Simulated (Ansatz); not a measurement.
## O interstitial in BaTiO3, calculated

All numbers are calculated (PBE, no spin polarisation, no spin-orbit coupling; Ansatz, PAW set soft_2, 420 eV, k-mesh 2×2×2 shifted by half a step), not measured.

The relaxed host crystal (Kohn–Sham gap 2.39 eV):

```xyz
5
Lattice="3.9725 0.0000 0.0000 0.0000 2.8904 2.9154 0.0000 -2.8904 2.9154" Properties=species:S:1:pos:R:3 pbc="T T T"
Ba    0.0000    0.0000    0.0483
Ti    1.9863    0.0000    3.0580
O     1.9863    1.3967    4.2655
O     1.9863   -1.3967    4.2655
O     0.0000    0.0000    2.8224
```

Supercell of 30 atoms, rows of the matrix [[1,-1,-1],[-1,-1,-1],[0,1,-2]] times the cell vectors; O interstitial at (0.000, 0.000, 0.500) in fractions of the cell above. Atoms are relaxed at the host's cell, from a start shaken by 0.05 Å near the defect.

Nearest atoms to the added O: relaxed O 1.45 Å, Ti 1.92 Å, O 2.29 Å, Ba 2.50 Å, Ba 2.56 Å, O 2.67 Å, Ti 2.71 Å, O 2.77 Å.

The largest move of an atom from its ideal place is 1.3 Å, so the cell rearranged and didn't merely relax.

```tsv
charge	gap of the cell on the mesh (eV)	carriers
0	2.68	none in the bands
```

On this mesh the host's own supercell has a gap of 2.59 eV.

Formation energy of the neutral defect: 1.85 eV, taking atoms from and to the elements' standard states (no corrections for gases), so it belongs to those chemical potentials alone.

Relaxed cell at charge 0:

```
BaTiO3 O_i charge 0
1.0
     3.9725    0.0000   -5.8308
    -3.9725    0.0000   -5.8308
     0.0000    8.6713   -2.9154
Ba Ti O
6 6 19
Direct
  0.3335 0.3399 0.6562
  0.1630 0.1685 0.3362
  0.0068 0.0123 0.9988
  0.8361 0.8386 0.6452
  0.6658 0.6647 0.3410
  0.4981 0.5049 0.9933
  0.8204 0.3267 0.6679
  0.6584 0.1651 0.3214
  0.4731 0.0110 0.9974
  0.3266 0.8325 0.6595
  0.1587 0.6623 0.3242
  0.9963 0.4826 0.0004
  0.6710 0.1877 0.8273
  0.5134 0.0208 0.4870
  0.3293 0.8619 0.1576
  0.2171 0.6643 0.8138
  0.0227 0.5135 0.4879
  0.8528 0.3319 0.1645
  0.7615 0.2626 0.5046
  0.5918 0.0987 0.1638
  0.4280 0.9388 0.8340
  0.2658 0.7648 0.4980
  0.0910 0.5935 0.1672
  0.9293 0.4199 0.8403
  0.6104 0.5974 0.6583
  0.4316 0.4333 0.3233
  0.2564 0.2675 0.9988
  0.0949 0.0919 0.6654
  0.9250 0.9255 0.3291
  0.6975 0.7399 0.0406
  0.8740 0.7734 0.9266
```

Caveats: semilocal functionals make gaps too small, which shifts levels too; small supercell, so energies and levels can be off by tenths of an eV; one random start near the defect, so other minima are possible.
